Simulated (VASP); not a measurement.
# C (Fd-3m) in VASP: notebook

Runs on C. Level: PBE. Tasks: relaxation of cell and atoms.

Program: VASP 6.6.1. These are calculated values, not measurements. Logs are shortened: lines on timing, memory, paths and dates and some standing lists are left out, and cuts for length are marked.

### Step 1. The crystal as given

The structure is cubic, space group Fd-3m (No. 227). The conventional cell has a = 3.567 Å, b = 3.567 Å, c = 3.567 Å, α = 90.00°, β = 90.00°, γ = 90.00°. C (site symmetry -43m) is surrounded by 4 C at 1.54 Å.

This isn't the form of C at room conditions, which is graphite.

### Step 2. Relaxation of cell and atoms, PBE

File INCAR:

```
ALGO     = Normal         # electronic algorithm
EDIFF    = 1E-7           # SCF threshold, eV
EDIFFG   = -0.01          # ionic threshold
ENCUT    = 980            # plane-wave cutoff, eV
GGA      = PE             # functional
IBRION   = 2              # ionic algorithm
ISIF     = 3              # what is computed and relaxed
ISMEAR   = -1             # smearing method
LASPH    = T              # aspherical terms in the spheres
LCHARG   = F              # write CHGCAR
LREAL    = F              # projectors in reciprocal space
LWAVE    = F              # write WAVECAR
NELM     = 60             # most SCF steps
NSW      = 60             # ionic steps
PREC     = Accurate       # precision mode
SIGMA    = 0.05           # smearing width, eV
```

File KPOINTS:

```
k-points
0
Gamma
  13 13 13
```

File POSCAR:

```
C
1.0
    0.0000000000      1.7833700000      1.7833700000
    1.7833700000      0.0000000000      1.7833700000
    1.7833700000      1.7833700000      0.0000000000
C
2
Direct
    0.7500000000      0.7500000000      0.7500000000
    0.5000000000      0.5000000000      0.5000000000
```

Potentials or basis: VASP PAW PBE potentials, release 64 (C_h).

The run is started by

```
$ cat potpaw_PBE.64/C_h/POTCAR > POTCAR
$ mpirun -np 1 vasp_std > vasp.out
```

OUTCAR:

```text
EDIFF = 1E-7
   EDIFFG = -0.01
   ENCUT = 980
   GGA = PE
   IBRION = 2
   ISIF = 3
   ISMEAR = -1
   LASPH = T
   LREAL = F
   NELM = 60
   NSW = 60
   PREC = Accurate

 ion  position               nearest neighbor table
   1  0.750  0.750  0.750-
   2  0.500  0.500  0.500-

  LATTYP: Found a face centered cubic cell.
 ALAT       =     3.5667400000

  Lattice vectors:

 A1 = (   0.0000000000,   1.7833700000,   1.7833700000)
 A2 = (   1.7833700000,   0.0000000000,   1.7833700000)
 A3 = (   1.7833700000,   1.7833700000,   0.0000000000)

Analysis of symmetry for initial positions (statically):
=====================================================================
 Subroutine PRICEL returns:
 Original cell was already a primitive cell.

 Routine SETGRP: Setting up the symmetry group for a
 face centered cubic supercell.

 Subroutine GETGRP returns: Found 48 space group operations
 (whereof 24 operations were pure point group operations)
 out of a pool of 48 trial point group operations.

The static configuration has the point symmetry T_d .
 The point group associated with its full space group is O_h .

Analysis of symmetry for dynamics (positions and initial velocities):
=====================================================================
 Subroutine PRICEL returns:
 Original cell was already a primitive cell.

 Routine SETGRP: Setting up the symmetry group for a
 face centered cubic supercell.

 Subroutine GETGRP returns: Found 48 space group operations
 (whereof 24 operations were pure point group operations)
 out of a pool of 48 trial point group operations.

The dynamic configuration has the point symmetry T_d .
 The point group associated with its full space group is O_h .

 Subroutine INISYM returns: Found 48 space group operations
 (whereof 24 operations are pure point group operations),
 and found     1 'primitive' translations

----------------------------------------------------------------------------------------

                                     Primitive cell

  volume of cell :      11.3437

  direct lattice vectors                    reciprocal lattice vectors
     0.000000000  1.783370000  1.783370000    -0.280368067  0.280368067  0.280368067
     1.783370000  0.000000000  1.783370000     0.280368067 -0.280368067  0.280368067
     1.783370000  1.783370000  0.000000000     0.280368067  0.280368067 -0.280368067

  length of vectors
     2.522066041  2.522066041  2.522066041     0.485611737  0.485611737  0.485611737

  position of ions in fractional coordinates (direct lattice)
     0.750000000  0.750000000  0.750000000
     0.500000000  0.500000000  0.500000000

  ion indices of the primitive-cell ions
   primitive index   ion index
                 1           1
                 2           2

----------------------------------------------------------------------------------------

 KPOINTS: k-points

Automatic generation of k-mesh.
 Grid dimensions read from file:
 generate k-points for:   13   13   13

 Generating k-lattice:

  Cartesian coordinates                     Fractional coordinates (reciprocal lattice)
    -0.021566774  0.021566774  0.021566774     0.076923077  0.000000000  0.000000000
     0.021566774 -0.021566774  0.021566774     0.000000000  0.076923077  0.000000000
     0.021566774  0.021566774 -0.021566774     0.000000000  0.000000000  0.076923077

  Length of vectors
     0.037354749  0.037354749  0.037354749

  Shift w.r.t. Gamma in fractional coordinates (k-lattice)
     0.000000000  0.000000000  0.000000000

 Subroutine IBZKPT returns following result:
 ===========================================

 Found     84 irreducible k-points:

 Following reciprocal coordinates:
            Coordinates               Weight
  0.000000  0.000000  0.000000      1.000000
  0.076923  0.000000  0.000000      8.000000
  0.153846  0.000000  0.000000      8.000000
  0.230769  0.000000  0.000000      8.000000
  0.307692  0.000000  0.000000      8.000000
  0.384615  0.000000  0.000000      8.000000
[... 16 lines left out ...]
  0.384615  0.153846  0.000000     24.000000
  0.461538  0.153846  0.000000     24.000000
 [... further k-points ...]
   k-points           NKPTS =     84   k-points in BZ     NKDIM =     84   number of bands    NBANDS=      8
   number of dos      NEDOS =    301   number of ions     NIONS =      2
   total plane-waves  NPLWV =  21952
   dimension x,y,z NGX =    28 NGY =   28 NGZ =   28
   dimension x,y,z NGXF=    56 NGYF=   56 NGZF=   56
   ions per type =               2
   NGX,Y,Z   is equivalent  to a cutoff of  18.46, 18.46, 18.46 a.u.
   NGXF,Y,Z  is equivalent  to a cutoff of  36.91, 36.91, 36.91 a.u.
 SYSTEM =  unknown system
   PREC   = accura    normal or accurate (medium, high low for compatibility)
   ISTART =      0    job   : 0-new  1-cont  2-samecut
   ICHARG =      2    charge: 1-file 2-atom 10-const
   ISPIN  =      1    spin polarized calculation?
   LNONCOLLINEAR =      F non collinear calculations
   LSORBIT =      F    spin-orbit coupling
   LASPH  =      T    aspherical Exc in radial PAW
   ENCUT  =  980.0 eV  72.03 Ry    8.49 a.u.   6.44  6.44  6.44*2*pi/ulx,y,z
   NELM   =     60;   NELMIN=  2; NELMDL= -5     # of ELM steps
   EDIFF  = 0.1E-06   stopping-criterion for ELM
   LREAL  =      F    real-space projection
   EDIFFG = -.1E-01   stopping-criterion for IOM
   NSW    =     60    number of steps for IOM
   IBRION =      2    ionic relax: 0-MD 1-quasi-New 2-CG
   NFREE  =      1    steps in history (QN), initial steepest desc. (CG)
   ISIF   =      3    stress and relaxation
   ISYM   =      2    0-nonsym 1-usesym 2-fastsym
   POTIM  = 0.5000    time-step for ionic-motion
   TEBEG  =    0.0;   TEEND  =   0.0 temperature during run
   PSTRESS=    0.0 pullay stress
   NELECT =       8.0000    total number of electrons
   NUPDOWN=      -1.0000    fix difference up-down
   EMIN   =  10.00;   EMAX   =-10.00  energy-range for DOS
   EFERMI =   0.00;   METHOD = LEGACY
   ISMEAR =    -1;   SIGMA  =   0.05  broadening in eV -4-tet -1-fermi 0-gaus
   EFERMI_NEDOS =   21; number of points for ismear=-14 and -15
   IALGO  =     38    algorithm
   IMIX   =      4    mixing-type and parameters
     AMIX     =   0.40;   BMIX     =  1.00
     AMIX_MAG =   1.60;   BMIX_MAG =  1.00
  volume/ion in A,a.u.               =       5.67        38.28
  Fermi-wavevector in a.u.,A,eV,Ry     =   1.457203  2.753714 28.891161  2.123440
  Thomas-Fermi vector in A             =   2.574032
   LORBIT       =      0    0 simple, 1 ext, 2 COOP (PROOUT), +10 PAW based schemes
   GGA     = PE    functional components
   LHFCALC =     F    Hartree Fock is set to
   AEXX    =    0.0000 exact exchange contribution
   IVDW    =     0    specifies the selected vdW correction
   LEPSILON=     F    determine dielectric tensor
   LRPA    =     F    only Hartree local field effects (RPA)
 conjugate gradient relaxation of ions
 non-spin polarized calculation
  energy-cutoff  :      980.00
  volume of cell :       11.34
 maximum number of plane-waves:       809
 NGX is ok and might be reduce to    28
   NGX = 13   NGY = 13   NGZ = 13

--------------------------------------- Ionic step        1  -------------------------------------------

 number of electron       8.0000000 magnetization

 Free energy of the ion-electron system (eV)
  ---------------------------------------------------
  ext. energy  EPLUGINS =         0.00000000
  ---------------------------------------------------
  free energy    TOTEN  =       -18.21340009 eV

  energy without entropy =      -18.21340009  energy(sigma->0) =      -18.21340009

------------------------ aborting loop because EDIFF is reached ----------------------------------------

  FORCE on cell =-STRESS in cart. coord.  units (eV):
  Direction    XX          YY          ZZ          XY          YZ          ZX
  --------------------------------------------------------------------------------------
  -------------------------------------------------------------------------------------
  Total        0.1196367      0.1196367      0.1196367      0.0000000      0.0000000      0.0000000
  in kB       16.8974336     16.8974336     16.8974336      0.0000000      0.0000000      0.0000000
  external PRESSURE =      16.8974336 kB  Pullay stress =       0.0000000 kB

 VOLUME and BASIS-vectors are now :
 -----------------------------------------------------------------------------
  energy-cutoff  :      980.00
  volume of cell :       11.34
      direct lattice vectors                 reciprocal lattice vectors
     0.000000000  1.783370000  1.783370000    -0.280368067  0.280368067  0.280368067
     1.783370000  0.000000000  1.783370000     0.280368067 -0.280368067  0.280368067
     1.783370000  1.783370000  0.000000000     0.280368067  0.280368067 -0.280368067
[... 37 lines left out ...]
 POSITION                                       TOTAL-FORCE (eV/Angst)
 -----------------------------------------------------------------------------------
      2.68277      2.68277      2.68277         0.000000      0.000000      0.000000
      1.78852      1.78852      1.78852        -0.000000     -0.000000     -0.000000
 -----------------------------------------------------------------------------------
    total drift:                                0.000000      0.000000     -0.000000

  FREE ENERGIE OF THE ION-ELECTRON SYSTEM (eV)
  ---------------------------------------------------
  free  energy   TOTEN  =       -18.2132740105 eV

  energy  without entropy=      -18.2132740104  energy(sigma->0) =      -18.21327401

--------------------------------------- Ionic step        3  -------------------------------------------

 number of electron       8.0000000 magnetization

 Free energy of the ion-electron system (eV)
  ---------------------------------------------------
  ext. energy  EPLUGINS =         0.00000000
  ---------------------------------------------------
  free energy    TOTEN  =       -18.21362924 eV

  energy without entropy =      -18.21362924  energy(sigma->0) =      -18.21362924

 E-fermi :  11.8257     XC(G=0): -13.3572

 val. band max:       10.8801104732   @ k =   0.0000   0.0000   0.0000
 cond. band min:      15.0220458928   @ k =   0.3846   0.3846   0.0000
 fundamental gap:      4.1419354197
 Fermi energy:        11.8256813942

 k-point     1 :       0.0000    0.0000    0.0000
  band No.  band energies     occupation
      1     -10.5417      2.00000
      2      10.8801      2.00000
      3      10.8801      2.00000
      4      10.8801      2.00000
      5      16.4712      0.00000
      6      16.4712      0.00000
      7      16.4712      0.00000
      8      24.1303      0.00000

 k-point     2 :       0.0769    0.0000    0.0000
  band No.  band energies     occupation
      1     -10.3784      2.00000
      2       9.8194      2.00000
      3      10.6031      2.00000
      4      10.6031      2.00000
      5      16.8343      0.00000
      6      16.8343      0.00000
      7      17.0942      0.00000
      8      24.2729      0.00000
[... 221 lines left out ...]
 k-point    23 :       0.3846    0.1538    0.0000
  band No.  band energies     occupation
      1      -6.9750      2.00000
      2       1.9106      2.00000
      3       7.0341      2.00000
      4       7.1564      2.00000
      5      17.5250      0.00000
      6      21.5684      0.00000
      7      21.5724      0.00000
      8      23.5113      0.00000

 k-point    24 :       0.4615    0.1538    0.0000
  band No.  band energies     occupation
      1      -5.5449      2.00000
      2      -0.3238      2.00000
      3       6.4633      2.00000
      4       6.9948      2.00000
      5      17.9571      0.00000
      6      21.4472      0.00000
      7      21.7310      0.00000
      8      24.7674      0.00000

 [... further k-points ...]

------------------------ aborting loop because EDIFF is reached ----------------------------------------

  FORCE on cell =-STRESS in cart. coord.  units (eV):
  Direction    XX          YY          ZZ          XY          YZ          ZX
  --------------------------------------------------------------------------------------
  -------------------------------------------------------------------------------------
  Total        0.0006562      0.0006562      0.0006562     -0.0000000     -0.0000000      0.0000000
  in kB        0.0923215      0.0923215      0.0923215     -0.0000000     -0.0000000      0.0000000
  external PRESSURE =       0.0923215 kB  Pullay stress =       0.0000000 kB

 VOLUME and BASIS-vectors are now :
 -----------------------------------------------------------------------------
  energy-cutoff  :      980.00
  volume of cell :       11.39
      direct lattice vectors                 reciprocal lattice vectors
     0.000000000  1.785657240  1.785657240    -0.280008945  0.280008945  0.280008945
     1.785657240  0.000000000  1.785657240     0.280008945 -0.280008945  0.280008945
     1.785657240  1.785657240  0.000000000     0.280008945  0.280008945 -0.280008945

 POSITION                                       TOTAL-FORCE (eV/Angst)
 -----------------------------------------------------------------------------------
      2.67849      2.67849      2.67849        -0.000000     -0.000000     -0.000000
      1.78566      1.78566      1.78566         0.000000      0.000000      0.000000
 -----------------------------------------------------------------------------------
    total drift:                                0.000000      0.000000     -0.000000

  FREE ENERGIE OF THE ION-ELECTRON SYSTEM (eV)
  ---------------------------------------------------
  free  energy   TOTEN  =       -18.2136292364 eV

  energy  without entropy=      -18.2136292364  energy(sigma->0) =      -18.21362924

 reached required accuracy - stopping structural energy minimisation
```

Run time: 19 s. Hardware: 1 thread of Intel Xeon 6975P-C (Granite Rapids), shared host; peak memory 0.15 GiB.

What came out:

```
Free energy                            : -18.2136 eV
Relaxed volume                         : 5.69 Å³/atom
Relaxed cell                           : a = 2.525 Å, b = 2.525 Å, c = 2.525 Å, α = 60.00°, β = 60.00°, γ = 60.00°
Space group after relaxing (to 0.05 Å) : Fd-3m (No. 227)
Energy gained by relaxing              : 0.1 meV/atom
Ionic steps                            : 3
Pressure after relaxing                : 0.0 GPa
Band gap on the k mesh                 : 4.14 eV, indirect (least direct gap 5.59 eV)
```

Step by step:
| step | energy change (eV) | largest force (eV/Å) | pressure (GPa) | volume (Å³) |
| --- | --- | --- | --- | --- |
| 1 | 0.0000 | 0.0000 | 1.69 | 11.34 |
| 2 | 0.0001 | 0.0000 | -2.07 | 11.44 |
| 3 | -0.0002 | 0.0000 | 0.01 | 11.39 |

Final structure:
```
C
1.0
     0.00000    1.78566    1.78566
     1.78566    0.00000    1.78566
     1.78566    1.78566    0.00000
C
2
Cartesian
  2.6785 2.6785 2.6785
  1.7857 1.7857 1.7857
```

Caveat: an odd mesh through Γ misses points on the zone boundary, where band edges often lie.

[end of part 1 of 2]
